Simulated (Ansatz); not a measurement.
# 5-layer 2H-MoTe2 (2H stacking) in a perpendicular field, part 2 of 2

Wanted: the out-of-plane response of the 5-layer 2H-MoTe2 (2H stacking). A positive field points along +c.

Ansatz 0.2.0; plane-wave DFT, PBE-D3(BJ), Ansatz PAW.

So far. Step 2 (Relaxing the slab): The lattice constant a goes from 3.550 to 3.498 Å.

## (3) Atoms held, field 0, start network

A sawtooth potential applies the field, turning back in the middle of the vacuum. With the dipole correction the typed value is the field outside the slab. The induced dipole is small, so the SCF threshold is tight.

The cell differs from the one that the last finished run ended in (c 95.171 → 49.032 Å).

input.yaml reads:

```yaml
crystal:
  lattice:
    - [3.4981232991, 0.0, 0.0]
    - [-1.7490616495, 3.0294636426, 0.0]
    - [0.0, 0.0, 49.0322244717]
  atoms:
    - { symbol: Te, position: [0.3333333333, 0.6666666667, 0.1835527573] }
    - { symbol: Mo, position: [0.0, 0.0, 0.2206109629] }
    - { symbol: Te, position: [0.3333333333, 0.6666666667, 0.2577113409] }
    - { symbol: Te, position: [0.0, 0.0, 0.3232947504] }
    - { symbol: Mo, position: [0.3333333333, 0.6666666667, 0.360343078] }
    - { symbol: Te, position: [0.0, 0.0, 0.3973929795] }
    - { symbol: Te, position: [0.3333333333, 0.6666666667, 0.4629528567] }
    - { symbol: Mo, position: [0.0, 0.0, 0.5] }
    - { symbol: Te, position: [0.3333333333, 0.6666666667, 0.5370471433] }
    - { symbol: Te, position: [0.0, 0.0, 0.6026070205] }
    - { symbol: Mo, position: [0.3333333333, 0.6666666667, 0.639656922] }
    - { symbol: Te, position: [0.0, 0.0, 0.6767052496] }
    - { symbol: Te, position: [0.3333333333, 0.6666666667, 0.7422886591] }
    - { symbol: Mo, position: [0.0, 0.0, 0.7793890371] }
    - { symbol: Te, position: [0.3333333333, 0.6666666667, 0.8164472427] }
kpoints:
  mp_grid: { grid: [18, 18, 1] }
  band_path:
    path: [[0, 0, 0], [0.5, 0, 0], [0.33333333, 0.33333333, 0], [0, 0, 0]]
    npoints: 16
hamiltonian:
  xc: pbe
  dispersion: d3bj
scf:
  occupations: { method: fermi_dirac, width: 0.02585 }
  convergence: { dr2_threshold: 1.0e-10 }
efield:
  axis: 3
  dipole_correction: true
  ramp_position: 0.97
  ramp_width: 0.06
  amplitude: 0
output:
  dos: { projected: true, e_range: [-6, 5] }
  write_potential: true
  write_density: true
  volumetric_format: npy
  elf: true
```

On the command line:

```bash
ansatz run input.yaml --threads 4 --pin off --max-ram 16384MiB --backend cpu --events-out ev --progress --plain --runs-dir out
```

Numbers of over 12 decimals in the logs are rounded to 6 here.

The program printed:

```text
[...]
Crystal: 15 atoms, lattice volume = 519.616 Å³
Basis set: ecut = 420 eV, 10081 PW (Γ)
Bands: 138, of which v1, the nominal top of the filled ones, is band 115 counted from 1 (114 counted from 0)
Symmetry: 6 space group operations
k-points: 37 of 324 (time reversal used)
[...]
SCF iter   1: F=—  HF=-94591.162599 eV  |F-HF|=—  |Δ(HF+E_count)|=         —  Δρ=3.77e-3  dr2=1.37e-1  ethr=1.77e-3  p=0.000 e·Å  D=1.62e-13 V/Å  ΔV_dip=-0.00 eV  dr2_dipole=7.71e-8  V_vac-E_F(+/−)=4.22/4.22 eV  ⟨swp⟩=7.9  Hψ=20228  notcnv=0  defer=25
efield: sawtooth ramp at fractional position 0.9700 (set: `efield.ramp_position`, or a place that a band, a saddle search or an elastic batch's reference lends), width 0.0600; the density the first Hamiltonian is built on has a dipole p = 0.000 e·Å; the dipole correction subtracts the counter field D = 1.62e-13 V/Å, which shifts the + side's vacuum level by -0.00 eV against the − side's; the planar-averaged density in the ramp window peaks in size at 3.9e-5 e/Å³
[...]
SCF iter   2: F=—  HF=-94591.170142 eV  |F-HF|=—  |Δ(HF+E_count)|=   7.54e-3  Δρ=2.22e-3  dr2=3.92e-2  ethr=5.93e-5  p=0.000 e·Å  D=1.96e-5 V/Å  ΔV_dip=-0.00 eV  dr2_dipole=1.43e-7  V_vac-E_F(+/−)=4.47/4.47 eV  ⟨swp⟩=2.6  Hψ=7917  notcnv=0  defer=509
[...]
SCF iter  16: F=-94591.178609 eV  HF=-94591.178609 eV  |F-HF|=8.73e-11  |Δ(HF+E_count)|=  2.33e-10  Δρ=6.30e-8  dr2=9.00e-11  ethr=1.00e-12  p=0.000 e·Å  D=5.44e-9 V/Å  ΔV_dip=-0.00 eV  dr2_dipole=2.21e-14  V_vac-E_F(+/−)=4.30/4.30 eV  ⟨swp⟩=11.9  Hψ=18515  notcnv=0
SCF 1 converged in 16 iterations: F = -94591.178609 eV  dr2 = 9.00e-11
[...]
NSCF: frozen V_eff on 49 k-points
efield: sawtooth ramp at fractional position 0.9700 (kept from the solve that this one continues, or follows in the run), width 0.0600; the density the first Hamiltonian is built on has a dipole p = 0.000 e·Å; the dipole correction subtracts the counter field D = 5.44e-9 V/Å, which shifts the + side's vacuum level by -0.00 eV against the − side's; the planar-averaged density in the ramp window peaks in size at 2.3e-6 e/Å³
[...]
SCF converged after 16 iterations
Free energy (F): -94591.178609 eV
[...]
Internal energy: -94591.178608 eV  (E = F + TS)
E sigma→0 (E₀):  -94591.178609 eV
Entropy (-TS):   -0.000000 eV (-0.000 meV/atom)
Fermi energy:    8.063426 eV
Dipole field:    D = -0.000000 V/Å  (p = -0.000000 e·Å, saw-weighted, corrected)
Work function:   Φ+ = 4.3042 eV   Φ− = 4.3042 eV
Levels:          The Fermi level and band energies are counted from a zero that moves with the ramp; work functions are not
[...]
--- Band table (eV; the first three rows and the last of 37) ---
  k-point 0: bands = [... 111 lower, 7.6082, 7.6718, 7.7148, 7.7369, 10.6126, 10.6126, 10.6331, 10.6331, ... 19 higher]
  k-point 1: bands = [... 111 lower, 7.6679, 7.6801, 7.6887, 7.6930, 10.4191, 10.4383, 10.4713, 10.5183, ... 19 higher]
  k-point 2: bands = [... 111 lower, 7.5396, 7.5668, 7.6157, 7.6762, 10.0883, 10.0886, 10.1005, 10.1030, ... 19 higher]
  k-point 36: bands = [... 111 lower, 7.4194, 7.4930, 7.5755, 7.6379, 8.7333, 8.7341, 8.7393, 8.7452, ... 19 higher]
```

It took 4.6 min on 4 threads of Arm Neoverse V1, shared host; peak memory 3.7 GiB; 18 min of CPU time.

Reading the cycles: dr2 is the Hartree energy of the density residual (eV), the measure of convergence; HF is the Harris–Foulkes estimate of the energy, which meets the free energy F at convergence.

This step gave:

```
dipole along the normal            : -3.41e-7 e·Å
gap along the path                 : 0.6582 eV
smallest direct gap along the path : 1.095 eV
ionisation energy, upper face      : 4.631 eV
electron affinity, upper face      : 3.972 eV
gap, the smaller of path and mesh  : 0.6582 eV
```

Running mean over a fixed 2.6 Å (it still follows the layers) of the planar mean; the ramp of the sawtooth is left out. The electron's electrostatic potential energy less the Fermi level by z:

```csv
z (Å),electron's electrostatic potential energy less the Fermi level (eV)
4,4.30
5,4.30
6,4.22
7,3.02
8,0.605
9,-2.90
10,-7.35
11,-8.65
12,-6.05
13,-1.62
14,-0.363
15,-0.251
16,-3.66
17,-7.79
18,-8.49
19,-5.38
20,-1.16
21,-0.532
22,-0.616
23,-4.45
24,-8.15
25,-8.21
26,-4.62
27,-0.704
28,-0.544
29,-1.06
30,-5.23
31,-8.43
32,-7.88
33,-3.82
34,-0.323
35,-0.407
36,-1.51
37,-5.90
38,-8.63
39,-7.45
40,-3.05
41,0.528
42,2.92
43,4.21
44,4.30
45,4.30
```

The density of states has structure finer than the step of the table below, so its rows give means over 0.2 eV, whole bins alone (the curve runs from -6 to 2.33 eV). Peaks (eV: height): -4.07: 28.9, -3.90: 25.8, -3.71: 24.2, -2.33: 23.6, -1.78: 26.2, 1.25: 37.8, 1.39: 26.5.

The density of states by energy, zero at the Fermi level of the run, which the smearing sets inside the gap; means over each step:

```csv
energy (eV),density of states (states/eV a cell)
-5.8,5.71
-5.6,7.15
-5.4,12.7
-5.2,18.5
-5.0,12.9
-4.8,8.15
-4.6,6.18
-4.4,6.66
-4.2,9.65
-4.0,15.5
-3.8,13.4
-3.6,15.7
-3.4,9.44
-3.2,12.4
-3.0,14.5
-2.8,13.9
-2.6,10.2
-2.4,15.9
-2.2,18.5
-2.0,19.1
-1.8,18.5
-1.6,16.8
-1.4,14.0
-1.2,9.85
-1.0,17.2
-0.8,15.3
-0.6,6.76
-0.4,2.22
-0.2,0
0.0,0
0.2,0
0.4,1.42
0.6,4.80
0.8,13.1
1.0,18.1
1.2,25.3
1.4,20.2
1.6,12.8
1.8,15.9
2.0,15.0
2.2,9.92
```

Projected DOS per atom over height of the atomic layer and energy from the Fermi level. Layers: Te Mo Te Te Mo Te Te Mo Te Te Mo Te Te Mo Te from below.

Ten even steps from '_' (0.00 states/eV) to '@' (2.74 states/eV), each cell a mean:
```
..::::::--::::--::::--::::::..
::++::::++::::++::::++::::++::
::@@::::%%::::%%::::%%::::@@::
..@@....@@....@@....@@....@@..
__--____==____--____==____--__
______________________________
______________________________
__..____..____..____..____..__
::**::::**::::**::::**::::**::
::++....==....==....==....++::
--**----**----**----**----**--
==++----++----++----++----++==
::==----==----==----==----==::
::==::::==::::==::::==::::==::
----::::--::::--::::--::::----
----::----::------::----::----
--------::----::----::--------
......::..::::..::::..::......
::..........................::
==--==--::----::----::--==--==
::..----::----::----::----..::
..__....__....__....__....__..
```
Columns: height of the atomic layer (Å) from 9 to 40.0 (not evenly spaced); rows upwards: energy from the Fermi level (eV) from -5.96 to 2.32.

The electronic bands at the labelled points (eV, zero at the Fermi level of the run, which the smearing sets inside the gap):

```csv
point,band 112,band 113,band 114,band 115,band 116,band 117,band 118,band 119
Γ,-0.46,-0.39,-0.35,-0.33,2.55,2.55,2.57,2.57
halfway,-1.29,-1.28,-1.26,-1.22,0.85,0.93,1.07,1.21
M,-0.87,-0.76,-0.67,-0.60,0.95,0.96,0.98,1.00
halfway,-0.82,-0.73,-0.66,-0.61,0.86,0.90,0.95,0.99
K,-0.64,-0.57,-0.49,-0.43,0.67,0.67,0.68,0.68
halfway,-1.12,-1.07,-1.03,-1.01,0.44,0.56,0.73,0.91
Γ,-0.46,-0.39,-0.35,-0.33,2.55,2.55,2.57,2.57
```

ELF in the ca plane at fractional y = 0.667, with atoms of Te and Mo within 0.2 Å of it. It is the smooth field of the valence electrons, not physical close to the nuclei.

Values, 5 rows by 16 columns, each cell a mean:
```
0.00 0.00 0.00 0.00 0.00 0.04 0.20 0.34 0.20 0.20 0.31 0.24 0.15 0.61 0.51 0.40
0.00 0.00 0.00 0.00 0.03 0.25 0.50 0.49 0.32 0.23 0.48 0.48 0.19 0.51 0.54 0.31
0.00 0.00 0.00 0.01 0.17 0.70 0.59 0.22 0.42 0.34 0.31 0.40 0.42 0.16 0.33 0.52
0.00 0.00 0.00 0.01 0.21 0.76 0.53 0.11 0.40 0.33 0.21 0.31 0.46 0.09 0.24 0.56
0.00 0.00 0.00 0.00 0.07 0.46 0.64 0.47 0.40 0.29 0.50 0.55 0.28 0.37 0.50 0.34
```
Columns run along c (16.0 Å, from fractional 0.04 to 0.37 of the cell), rows up along a (3.5 Å). Atoms in or near the plane, at fractional coordinates: Te at (0.18, 0.33), Te at (0.26, 0.33), Mo at (0.36, 0.33).

Electrostatic potential energy in the ca plane at fractional y = 0.667, with atoms of Te and Mo within 0.2 Å of it. With pseudopotentials it is smooth inside the atoms' cores, unlike the true potential.

Ten even steps from '0' (-13 eV) to '9' (24 eV), each cell a mean:
```
66666666666666666655555433455555666654223555
66666666666666666666555422355566666653113556
66666666666666666654455443455445566654334554
66666666666666666420014555542001456665555420
66666666666666665216731455521673156666655200
66666666666666665159980456515998146666664100
66666666666666665149960455513997046666665100
66666666666666665302302555530231256666555300
66666666666666666542234544454223566655444543
```
Columns run along c (16.0 Å, from fractional 0.04 to 0.37 of the cell; values clipped at the 3rd and 97th percentile), rows up along a (3.5 Å). Atoms in or near the plane, at fractional coordinates: Te at (0.18, 0.33), Te at (0.26, 0.33), Mo at (0.36, 0.33).

Valence density in the ca plane at fractional y = 0.667, with atoms of Te and Mo within 0.2 Å of it. It is the smooth field of the valence electrons, not physical close to the nuclei.

Ten steps, logarithmic in the rise over the least value, from '0' (0 e/Å³) to '9' (15 e/Å³), each cell a mean:
```
00000000000000000011112223222111100112332221
00000000000000000011111233221111000112332211
00000000000000000112222222222221100012222222
00000000000000001234432222223443210011222234
00000000000000001357863211235786321001112357
00000000000000002379984211237998421000112478
00000000000000002369974211236997421000112468
00000000000000001245643221234564311001122346
00000000000000000122322222222332110011222223
```
Columns run along c (16.0 Å, from fractional 0.04 to 0.37 of the cell), rows up along a (3.5 Å). Atoms in or near the plane, at fractional coordinates: Te at (0.18, 0.33), Te at (0.26, 0.33), Mo at (0.36, 0.33).

The gap is 0.66 eV, with the valence edge 4.63 eV and the conduction edge 3.97 eV under the upper vacuum level. Spin-orbit coupling, left out in this run, matters for the bands of elements this heavy.

## (4) Atoms held, field 0.1 V/Å

input.yaml, as its differences from that of step 3:

```diff
@@ -37,5 +37,4 @@
   ramp_width: 0.06
-  amplitude: 0
+  amplitude: 0.1
 output:
-  dos: { projected: true, e_range: [-6, 5] }
   write_potential: true
@@ -43,2 +42 @@
   volumetric_format: npy
-  elf: true
```

The program printed:

```text
[...]
Crystal: 15 atoms, lattice volume = 519.616 Å³
Basis set: ecut = 420 eV, 10081 PW (Γ)
Bands: 138, of which v1, the nominal top of the filled ones, is band 115 counted from 1 (114 counted from 0)
Symmetry: 6 space group operations
k-points: 37 of 324 (time reversal used)
[...]
k-point 0: bands = [... 111 lower, 7.5756, 7.6535, 7.7161, 7.7871, 10.5578, 10.5578, 10.6195, 10.6195, ... 19 higher]
  k-point 1: bands = [... 111 lower, 7.6005, 7.6555, 7.7093, 7.7648, 10.3617, 10.4235, 10.4770, 10.5285, ... 19 higher]
  k-point 2: bands = [... 111 lower, 7.4934, 7.5665, 7.6298, 7.7089, 9.9878, 10.0456, 10.0657, 10.1203, ... 19 higher]
  k-point 36: bands = [... 111 lower, 7.4149, 7.4908, 7.5736, 7.6863, 8.6374, 8.6825, 8.7355, 8.7660, ... 19 higher]
[key lines of the parts left out:]
SCF converged after 18 iterations
Free energy (F): -94591.187861 eV
Fermi energy:    8.073158 eV
Dipole field:    D = 0.064439 V/Å  (p = 0.185042 e·Å, saw-weighted, corrected)
```

Wall time 4.9 min (4 threads); peak memory 3.5 GiB.

The dipole is 0.185 e·Å, and the gap 0.585 eV.

## (5) Single point, field -0.1 V/Å

input.yaml, as its differences from that of step 4:

```diff
@@ -37,3 +37,3 @@
   ramp_width: 0.06
-  amplitude: 0.1
+  amplitude: -0.1
 output:
```

The program printed:

```text
[...]
Crystal: 15 atoms, lattice volume = 519.616 Å³
Basis set: ecut = 420 eV, 10081 PW (Γ)
Bands: 138, of which v1, the nominal top of the filled ones, is band 115 counted from 1 (114 counted from 0)
Symmetry: 6 space group operations
k-points: 37 of 324 (time reversal used)
[...]
k-point 0: bands = [... 111 lower, 7.5756, 7.6535, 7.7161, 7.7871, 10.5578, 10.5578, 10.6195, 10.6195, ... 19 higher]
  k-point 1: bands = [... 111 lower, 7.6005, 7.6555, 7.7093, 7.7648, 10.3617, 10.4235, 10.4770, 10.5285, ... 19 higher]
  k-point 2: bands = [... 111 lower, 7.4934, 7.5665, 7.6298, 7.7089, 9.9878, 10.0456, 10.0657, 10.1203, ... 19 higher]
  k-point 36: bands = [... 111 lower, 7.4149, 7.4908, 7.5736, 7.6863, 8.6374, 8.6825, 8.7355, 8.7660, ... 19 higher]
[key lines of the parts left out:]
SCF converged after 18 iterations
Free energy (F): -94591.187861 eV
Fermi energy:    8.073158 eV
Dipole field:    D = -0.064440 V/Å  (p = -0.185044 e·Å, saw-weighted, corrected)
```

It took 4.9 min on 4 threads; peak memory 3.6 GiB.

The dipole is -0.185 e·Å, and the gap 0.585 eV.

## (6) Single point, field 0.2 V/Å

input.yaml, as its differences from that of step 5:

```diff
@@ -37,3 +37,3 @@
   ramp_width: 0.06
-  amplitude: -0.1
+  amplitude: 0.2
 output:
```

The program printed:

```text
[...]
Crystal: 15 atoms, lattice volume = 519.616 Å³
Basis set: ecut = 420 eV, 10081 PW (Γ)
Bands: 138, of which v1, the nominal top of the filled ones, is band 115 counted from 1 (114 counted from 0)
Symmetry: 6 space group operations
k-points: 37 of 324 (time reversal used)
[...]
k-point 0: bands = [... 111 lower, 7.5089, 7.6261, 7.7376, 7.8611, 10.4705, 10.4705, 10.5705, 10.5705, ... 19 higher]
  k-point 1: bands = [... 111 lower, 7.5206, 7.6290, 7.7361, 7.8454, 10.2721, 10.3728, 10.4513, 10.4723, ... 19 higher]
  k-point 2: bands = [... 111 lower, 7.4220, 7.5461, 7.6563, 7.7750, 9.8756, 9.9503, 10.0191, 10.0956, ... 19 higher]
  k-point 36: bands = [... 111 lower, 7.3780, 7.4871, 7.6038, 7.7715, 8.5296, 8.6284, 8.7270, 8.7347, ... 19 higher]
[key lines of the parts left out:]
SCF converged after 19 iterations
Free energy (F): -94591.215619 eV
Fermi energy:    8.082904 eV
Dipole field:    D = 0.128897 V/Å  (p = 0.370137 e·Å, saw-weighted, corrected)
```

The job ended after 5.1 min (4 threads; peak memory 3.5 GiB; 19 min of CPU time).

The dipole is 0.370 e·Å, and the gap 0.456 eV.

## (7) Atoms held, field 0.3 V/Å

input.yaml, as its differences from that of step 6:

```diff
@@ -37,3 +37,3 @@
   ramp_width: 0.06
-  amplitude: 0.2
+  amplitude: 0.3
 output:
```

The program printed:

```text
[...]
Crystal: 15 atoms, lattice volume = 519.616 Å³
Basis set: ecut = 420 eV, 10081 PW (Γ)
Bands: 138, of which v1, the nominal top of the filled ones, is band 115 counted from 1 (114 counted from 0)
Symmetry: 6 space group operations
k-points: 37 of 324 (time reversal used)
[...]
k-point 0: bands = [... 111 lower, 7.4352, 7.6002, 7.7628, 7.9379, 10.3748, 10.3748, 10.5119, 10.5119, ... 19 higher]
  k-point 1: bands = [... 111 lower, 7.4419, 7.6033, 7.7625, 7.9249, 10.1741, 10.3060, 10.3820, 10.3838, ... 19 higher]
  k-point 2: bands = [... 111 lower, 7.3474, 7.5219, 7.6828, 7.8485, 9.7607, 9.8529, 9.9671, 10.0426, ... 19 higher]
  k-point 36: bands = [... 111 lower, 7.3275, 7.4846, 7.6480, 7.8643, 8.4231, 8.5748, 8.6716, 8.7333, ... 19 higher]
[key lines of the parts left out:]
SCF converged after 27 iterations
Free energy (F): -94591.261895 eV
Fermi energy:    8.086671 eV
Dipole field:    D = 0.193434 V/Å  (p = 0.555462 e·Å, saw-weighted, corrected)
```

Elapsed: 6 min, on 4 threads; peak memory 3.6 GiB.

The dipole is 0.555 e·Å, and the gap 0.308 eV.

## (8) Response, atoms held

This step: plane-wave DFT, PBE-D3(BJ), Ansatz PAW; response to a field along the normal, atoms held (Ansatz 0.2.0).

The dipoles give the slope, and the difference of two potentials shows where the field is screened.

This step gave:

| Property | Result |
| --- | --- |
| equivalent conductor thickness p/(ε₀AE) | 31.60 Å |
| distance between the outer atoms | 31.03 Å |

Table of dipole of the cell by applied field:

```csv
applied field (V/Å),dipole of the cell (e·Å)
-0.100,-0.185
0.000,0
0.100,0.185
0.200,0.370
0.300,0.555
```

Local field over the applied field, running mean. From the potentials at -0.1 and 0.1 V/Å; running mean over 2.8 Å. The local field over applied field by z:

z (Å), local field over applied field and a bar:
```
        6      0.922 ############################
        8      0.378 ###########
       10      0.037 
       12      0.041 #
       14      0.154 ####
       16      0.063 #
       18      0.023 
       20      0.112 ###
       22      0.125 ###
       24      0.025 
       26      0.051 #
       28      0.155 ####
       30      0.046 #
       32      0.027 
       34      0.133 ###
       36      0.103 ##
       38      0.026 
       40      0.111 ###
       42      0.684 #####################
       44      0.987 ##############################
```

Electrons, planar mean, per unit field. Table of induced electron density by z:

z (Å), induced electron density (e/Å³ per V/Å) and a bar from the least value:
```
        5    0.00005 ###############
        6    0.00034 ################
        7    0.00183 ########################
        8    0.00290 ##############################
        9    0.00068 ##################
       10   -0.00043 ############
       11    0.00023 ################
       12   -0.00009 ##############
       13   -0.00064 ###########
       14   -0.00067 ###########
       15    0.00098 ####################
       16    0.00034 ################
       17   -0.00026 #############
       18    0.00013 ###############
       19   -0.00013 ##############
       20   -0.00067 ###########
       21   -0.00027 #############
       22    0.00077 ###################
       23    0.00018 ################
       24   -0.00018 ##############
       25    0.00016 ################
       26   -0.00016 ##############
       27   -0.00073 ###########
       28    0.00016 ################
       29    0.00062 ##################
       30    0.00013 ###############
       31   -0.00013 ##############
       32    0.00025 ################
       33   -0.00033 #############
       34   -0.00093 ##########
       35    0.00060 ##################
       36    0.00063 ##################
       37    0.00007 ###############
       38   -0.00023 #############
       39    0.00046 #################
       40   -0.00064 ###########
       41   -0.00279 
       42   -0.00191 #####
       43   -0.00036 #############
       44   -0.00005 ##############
```

The smaller of the gaps on the path and on the k-mesh, counted as 0 under 0.03 eV. Gap against applied field:

```csv
applied field (V/Å),gap (eV)
-0.100,0.585
0.000,0.658
0.100,0.585
0.200,0.456
0.300,0.308
```

By hand: between -0.1 and 0.1 V/Å the dipole changes by 0.3701 e·Å, a slope of 1.850 e·Å²/V. A perfect conductor of thickness t has p = ε₀AEt, so t = 180.95 × 1.850 / 10.597 = 31.60 Å (e/ε₀ = 180.95 V·Å, A in Å²).

The induced dipole is that of a conductor 31.60 Å thick.

## (9) What came out

```json
{"gap without field": "0.658 eV", "ionisation energy, upper face": "4.63 eV", "electron affinity, upper face": "3.97 eV", "equivalent conductor thickness, atoms held": "31.6 Å"}
```

In words: The induced dipole equals that of a perfect conductor 31.60 Å thick, while the outer atoms lie 31.03 Å apart; an out-of-plane ε follows only once a thickness t is chosen, by 1 − 1/ε = 31.60 Å / t. The gap goes from 0.66 eV to 0.31 eV at 0.3 V/Å. With the field reversed the gap is 0.59 eV at -0.1 V/Å. Semilocal functionals give gaps that are too small, and excitons are not included. Spin-orbit coupling is left out, which matters for the bands of elements this heavy.

[Logs are printed without paths, hosts, clocks, repeated set-up lines and the standing remarks that a program may print on its own settings, such as how far it seeks lower states.]

[Hosts, paths, dates, database ids (printed as entryN), source tags and the programs' standing remarks are cut or masked in the printed files.]

[Maps of the electrostatic potential energy from Ansatz leave out the sawtooth potential of an applied field or a dipole correction, so their vacuum need not be flat; planar profiles and work functions include it.]

[The density of states shown here was stored with 400 of the rows of the run's finer table, so its peaks can read low, often by over a quarter, or be missed, and its means over a window can be off by a tenth or more.]
